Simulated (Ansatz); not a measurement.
The structure comes from a relaxation in the same program, started in the sc type, and has space group Pm-3m. Whether it is a known phase or the ground state wasn't checked.

An input for Sb and the output that it gave: DFT, PBE, PAW with Ansatz's default frozen-core files, scalar-relativistic (Ansatz 0.2.0).

Command: `ansatz run input.yaml --threads 1 --pin off --max-ram 2048MiB --backend cpu --events-out ev --progress --plain --runs-dir out` The run took about 9.2 s on 1 thread of a shared machine.

```yaml
crystal:
  lattice:
    - [3.1071589737, 0.0, 0.0]
    - [0.0, 3.1071589737, 0.0]
    - [0.0, 0.0, 3.1071589737]
  atoms:
    - { symbol: Sb, position: [0.0, 0.0, 0.0] }
kpoints:
  mp_grid: { grid: [13, 13, 13] }
  band_path:
    path:
      - [0.0, 0.0, 0.0]
      - [0.0, 0.5, 0.0]
      - [0.5, 0.5, 0.0]
      - [0.0, 0.0, 0.0]
      - [0.5, 0.5, 0.5]
      - [0.0, 0.5, 0.0]
      - [0.5, 0.5, 0.5]
      - [0.5, 0.5, 0.0]
    npoints: 8
scf:
  occupations: { method: fermi_dirac, width: 0.05 }
hamiltonian:
  xc: pbe
  pseudopotentials: { kind: paw }
output:
  forces: true
  stress: true
  eigenvalues: true
  efg: { contact_densities: true }
  populations: true
  bader: true
  dos: { projected: true, de: 0.2, e_range: [-14, 8] }
```

The log:

```
Sb: output.efg is read without spin–orbit coupling, which moves field gradients at and beside such atoms by some per cent and up to a factor of two; PAW files take it under magnetization.noncollinear and magnetization.spin_orbit
Engine: ansatz 0.2.0
Pseudopotentials: kind: paw
Pseudopotential: Sb, paw, valence charge 15, recommended cutoff 420 eV (normal)
Functional definition: PBE
  parameter kappa = 0.804
  parameter beta = 0.06672455060314922
  exchange = pbe_x(kappa = kappa, mu = beta*pi^2/3)
  correlation = pbe_c(beta = beta)
Crystal: 1 atoms, lattice volume = 29.998 Å³
Basis set: ecut = 420 eV, 587 PW (Γ), exchange–correlation on 48×48×48 points (8 copies of the dense FFT grid, shifted against one another)
Bands: 12, of which v1, the nominal top of the filled ones, is band 8 counted from 1 (7 counted from 0)
Symmetry: 48 space group operations
Space group: Pm-3m (ITA 221), of the structure as read, at distance tolerance 3.1e-5 Å
k-points: 84 of 2197
Non-local potential: Sb, projectors of the file, l = 0: 2, l = 1: 2, l = 2: 2, l = 3: 2
PAW form: soft (Blöchl's): semilocal exchange-correlation on the pseudo side does not see the compensation charge
PAW one-centre angular grid: Sb, 590 points (default); XC on 64 Gauss nodes
Initial density: superposition of atomic densities (neutral atoms: chi_scale 0, normalization atom), corrected by the library's trained network
Initial wavefunctions: pseudopotential atomic-orbital guess
Functional: x = pbe(κ = 0.804, μ = 0.2195149727645171), c = pbe(β = 0.06672455060314922)
SCF iter   1: F=—  HF=-6484.455376 eV  |F-HF|=—  |Δ(HF+E_count)|=         —  Δρ=5.51e-4  dr2=3.38e-5  ethr=1.77e-3  ⟨swp⟩=5.7  Hψ=5929  notcnv=0
preconditioner: auto → none  [insulator: Δε(μ)=0.118 eV  Ē_g=12.154 eV  σ=0.050 eV  W_gap=0.51  n_scr=6 (ndim 8)  ℏωp=15.2 eV  f_vac=0.002  D(μ)=0.33/eV (n_scr^D=0)  ε∞_Penn≈2.6]
SCF iter   2: F=—  HF=-6484.454632 eV  |F-HF|=—  |Δ(HF+E_count)|=   7.44e-4  Δρ=2.31e-4  dr2=1.12e-5  ethr=2.25e-7  ⟨swp⟩=3.0  Hψ=2488  notcnv=0
SCF iter   3: F=—  HF=-6484.454645 eV  |F-HF|=—  |Δ(HF+E_count)|=   1.30e-5  Δρ=1.02e-4  dr2=1.18e-6  ethr=7.50e-8  ⟨swp⟩=2.0  Hψ=1605  notcnv=0
SCF iter   4: F=—  HF=-6484.454650 eV  |F-HF|=—  |Δ(HF+E_count)|=   5.19e-6  Δρ=4.26e-5  dr2=3.57e-7  ethr=7.89e-9  ⟨swp⟩=2.1  Hψ=1212  notcnv=0
iter 5 did not close the SCF: its close was put off for the readings that it lacked (scf_convergence_deferred on its scf_iter line)
SCF iter   5: F=-6484.454650 eV  HF=-6484.454650 eV  |F-HF|=7.89e-9  |Δ(HF+E_count)|=   7.03e-8  Δρ=5.99e-6  dr2=5.76e-9  ethr=2.38e-9  ⟨swp⟩=2.0  Hψ=1603  notcnv=0
SCF iter   6: F=-6484.454650 eV  HF=-6484.454650 eV  |F-HF|=1.98e-10  |Δ(HF+E_count)|=   4.25e-9  Δρ=1.12e-6  dr2=1.65e-10  ethr=3.84e-11  ⟨swp⟩=3.5  Hψ=3882  notcnv=0
SCF 1 converged in 6 iterations: F = -6484.454650 eV  dr2 = 1.65e-10
  greatest PAW one-centre occupation: 0.996 electrons in one spin orbital (limit 2), on the Sb atom at site 0 (counted from 0), in its partial waves of l = 2
NSCF: frozen V_eff on 57 k-points
SCF converged after 6 iterations
Free energy (F): -6484.454650 eV
Harris-Foulkes:  -6484.454650 eV  (|F-HF|=1.98e-10)
Internal energy: -6484.451959 eV  (E = F + TS)
E sigma→0 (E₀):  -6484.453305 eV
Entropy (-TS):   -0.002691 eV (-2.691 meV/atom)
Fermi energy:    9.953150 eV
--- Per-component energies (eV) ---
  E_band       = -168.154962
  E_kinetic    = 206.488611
  E_local      = -1573.971575  (includes V_loc(G=0)·N_el)
  E_nonlocal   = 362.039748
  E_hartree    = 713.742624
  E_xc         = -138.299744
  E_vxc        = -96.060455  (∫ρ·V_xc dr)
  E_paw        = -4575.187511  (= ΣΔE_a)
  E_vpaw       = -494.135927  (= ΣTr[D̂ρ^β])
  E_aug_tail   = -0.000002  (compensation charges beyond the density's cutoff)
  E_ewald      = -1479.264110
  E_smearing   = -0.002691  (= −TS)
  E_closure    = -0.000000  (closes the sum)
  Σ components = -6484.454650   (vs F -6484.454650, Δ=0.00e0)
--- Forces (eV/Å), atoms counted from 1 ---
  atom   1  Sb    -0.00000000     0.00000000    -0.00000000
  max |Σ_I F_I| component: 2.63e-31 eV/Å
--- Stress (GPa, compression-positive) ---
        0.003331       0.000000       0.000000
        0.000000       0.003331       0.000000
        0.000000       0.000000       0.003331
  P = ⅓ Tr σ = 0.0033 GPa (0.033 kbar)
--- PAW observables at the nuclei: V_zz in 10²¹ V/m², potentials from the cell's mean, atoms counted from 1 ---
  atom   1  Sb V_zz =    -0.000000   η = 0.0000   by run symmetry: forbidden
            electrostatic potential = -8409.808024 V   contact ρ = 1350123.919735 e/Å³
--- Band table (eV; the first three rows and the last of 84) ---
  k-point 0: bands = ["-19.3026", "-19.3026", "-19.1309", "-19.1309", "-19.1309", "-2.4565", "13.1429", "13.1429", "13.1429", "16.9943", "16.9943", "18.1104"]
  k-point 1: bands = ["-19.3023", "-19.2939", "-19.1334", "-19.1334", "-19.1307", "-2.3712", "12.0853", "13.2268", "13.2268", "17.0663", "17.5863", "18.7990"]
  k-point 2: bands = ["-19.3012", "-19.2695", "-19.1404", "-19.1404", "-19.1302", "-2.1178", "10.2289", "13.4715", "13.4715", "17.2814", "17.9741", "20.9268"]
  k-point 83: bands = ["-19.2213", "-19.2212", "-19.2212", "-19.0610", "-19.0610", "4.9966", "8.2966", "8.2966", "8.4806", "14.6994", "14.9101", "14.9101"]
--- Löwdin populations: 1 site ---
  site symbol       q [e]
     0     Sb     14.9654
  spilling = 0.002305 (of n_electrons = 15.000000)
--- Bader charges: 1 site ---
  site symbol  charge [e]  shift [e]
     0     Sb      0.0000     0.0000
  estimated error of the sums over rays = 7.7e-7 e
```
